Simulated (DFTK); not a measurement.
Wanted: the native input for a DFTK 0.8.2 run.

```
Task                         : single point
Functional                   : PBE
Potentials or basis          : dojo.nc.sr.pbe.v0_4_1.standard.upf (PBE)
Cutoff                       : 1007 eV
k mesh                       : 10 × 10 × 3
Occupations                  : fermi-dirac, width 0.05 eV
Spin                         : no spin polarisation
Valence electrons            : S 6, W 14
SCF tolerance on the density : 1e-06
```

Crystal: WS2 (Tungstenite).

```
CELL_PARAMETERS angstrom
3.18000 0.00000 0.00000
-1.59000 2.75396 0.00000
0.00000 0.00000 12.50000
ATOMIC_POSITIONS crystal
W 0.66667 0.33333 0.75000
W 0.33333 0.66667 0.25000
S 0.66667 0.33333 0.37500
S 0.33333 0.66667 0.87500
S 0.66667 0.33333 0.12500
S 0.33333 0.66667 0.62500
```

The input as run:

run.jl

```julia
using DFTK
using PseudoPotentialData
using Unitful, UnitfulAtomic
using LinearAlgebra, Printf
include("save.jl")
disable_threading()

# lattice vectors are the columns
lattice = austrip(1u"Å") * [          3.18          -1.59            0.0;
                      0.0    2.753960784            0.0;
                      0.0            0.0           12.5]
symbols   = [:W, :W, :S, :S, :S, :S]
positions = [[0.6666666667, 0.3333333333, 0.75],
             [0.3333333333, 0.6666666667, 0.25],
             [0.6666666667, 0.3333333333, 0.375],
             [0.3333333333, 0.6666666667, 0.875],
             [0.6666666667, 0.3333333333, 0.125],
             [0.3333333333, 0.6666666667, 0.625]]
pseudopotentials = PseudoFamily("dojo.nc.sr.pbe.v0_4_1.standard.upf")
elements = Dict(s => ElementPsp(s, pseudopotentials) for s in unique(symbols))
atoms    = [elements[s] for s in symbols]

build_model(lattice, positions; symmetries=true) =
    model_DFT(lattice, atoms, positions;
              functionals=PBE(),
              temperature=austrip(0.05u"eV"),
              smearing=Smearing.FermiDirac(),
              symmetries)
Ecut  = 37.0  # hartree
kgrid = [10, 10, 3]
tol   = 1e-6
to_GPa = ustrip(uconvert(u"GPa", 1u"hartree/bohr^3"))

model = build_model(lattice, positions)
basis = PlaneWaveBasis(model; Ecut, kgrid)
display(basis)
scfres = self_consistent_field(basis;
                               tol,
                               nbandsalg=AdaptiveBands(model; n_bands_converge=33))
display(scfres.energies)
@printf "Fermi level: %.6f eV\n" ustrip(auconvert(u"eV", something(scfres.εF, NaN)))
forces = compute_forces_cart(scfres)
println("Forces (eV/Å)")
for (s, f) in zip(symbols, forces)
    @printf "%-3s %12.6f %12.6f %12.6f\n" s ustrip.(auconvert.(u"eV/Å", f))...
end
stress = compute_stresses_cart(scfres)
println("Stress (GPa)")
display(round.(stress * to_GPa; digits=4))
println("Levels at the first k-point (eV): ", round.(ustrip.(auconvert.(u"eV", scfres.eigenvalues[1][1:scfres.n_bands_converge])); digits=4))
save_scf!(scfres; forces, stress)
```

Potentials or basis: dojo.nc.sr.pbe.v0_4_1.standard.upf (PBE).

Command:

```bash
$ julia --threads=1 run.jl  # save.jl only writes the numbers to a file and isn't shown; printed stress counts tension as positive; times include loading and compiling
```

It gave:

```json
{
  "Pressure": "2.3 GPa",
  "Largest force": "0.134 eV/Å",
  "Band gap on the k mesh": "1.12 eV, indirect (least direct gap 2.08 eV)"
}
```

Caveat: spin-orbit coupling is left out, which moves the levels of the heavy elements; an odd mesh through Γ misses points on the zone boundary, where band edges often lie; this functional lacks dispersion, which binds the layers, so the pressure and a relaxed spacing across them are unreliable.

It took 7.6 min on 1 thread of Intel(R) Xeon(R) Platinum 8488C (Sapphire Rapids), on a shared host, peak memory 3.5 GiB.
